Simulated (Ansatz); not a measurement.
SiO2: largest V_zz and pressure against volume scale

Results calculated with Ansatz 0.2.0, not measured. Periodic Kohn-Sham DFT of a crystal at fixed atoms, scaled to volume_scale times the given cell; pressure positive in compression, energy less spherical unpolarised free atoms, largest_vzz the field gradient of largest size among the nuclei.

The cell before it is scaled or strained (space group P4_2/mnm, No. 136):
```
cell vectors (Å)
   4.1801     0.0000     0.0000
   0.0000     4.1801     0.0000
   0.0000     0.0000     2.6678
atoms (fractions of the cell vectors)
Si  0.00000  0.00000  0.00000
Si  0.50000  0.50000  0.50000
O   0.30670  0.30670  0.00000
O   0.19330  0.80670  0.50000
O   0.69330  0.69330  0.00000
O   0.80670  0.19330  0.50000
```

Settings of every row: method all-electron PAW; functional PBEsol; relativity scalar; k mesh 6x6x9; filling fermi-dirac; smearing width 0.03 eV; nucleus gaussian.

Atom start moment: 0 on all atoms.

```csv
row,volume scale,V (Å³/atom),largest V_zz (1e21 V/m^2),pressure (GPa)
1,0.94,7.303,-9.897,27.222
2,0.96,7.458,-10.117,18.639
3,0.98,7.614,-10.332,10.891
4,0.99,7.691,-10.438,7.304
5,1,7.769,-10.543,3.896
6,1.01,7.847,?,?
7,1.02,7.925,-10.752,-2.42
8,1.04,8.08,-10.957,-8.121
9,1.06,8.235,-11.159,-13.266
```

Question: what largest V_zz and pressure should row 6 give?

Worked fit of largest V_zz. Take t = volume scale − 1. The shown rows have t = -0.06, -0.04, -0.02, -0.01, 0, 0.02, 0.04, 0.06. Least squares give largest V_zz = −10.5436 − 10.511 × t + 4.28 × t² 1e21 V/m^2; a straight line predicts inner rows, each left out in turn, worse (root mean square 0.0048 against 0.00055 1e21 V/m^2). The rows lie off it by 0.001, -0.001, 0.000, 0.000, 0.001, 0.000, 0.000, 0.000. The withheld row has t = 0.01, so the fit gives −10.5436 − 10.511 × (0.01) + 4.28 × (0.01)² = -10.648 1e21 V/m^2.

The calculation gave -10.648 1e21 V/m^2. The fit meets it to the printed digit.

Worked fit of pressure. Take u = (V_r/V)^(2/3) − 1 with V_r = 7.73 Å³ an atom, which is twice the finite (Eulerian) strain; such expansions in the strain, on which the Birch-Murnaghan equation of state is built, carry the rest volume and the bulk modulus. The shown rows have u = 0.03861, 0.02417, 0.01013, 0.00338, -0.00335, -0.01647, -0.02909, -0.04131. Least squares give pressure = 5.5897 + 509.611 × u + 1299.05 × u² GPa; a straight line predicts inner rows, each left out in turn, worse (root mean square 0.67 against 0.027 GPa). The rows lie off it by 0.020, -0.027, 0.006, -0.023, -0.001, 0.031, 0.015, -0.021 (root mean square 0.02 GPa). The pressure vanishes at u = -0.0113, or V = 7.863 Å³ an atom, and there the bulk modulus at fixed shape and fractions is B = −V dP/dV = (2/3)(1 + u) dP/du = 317 GPa. Letting shape and atoms relax would as a rule lower it, by much in layered, chain or molecular crystals. The withheld row has u = -0.00996, so the fit gives 5.5897 + 509.611 × (-0.00996) + 1299.05 × (-0.00996)² = 0.643 GPa.

The calculation gave 0.658 GPa. The fit lies 0.015 GPa (2.3 % of the value, 0.037 % of the column's range) below it; its largest miss of a shown row is 0.031 GPa.
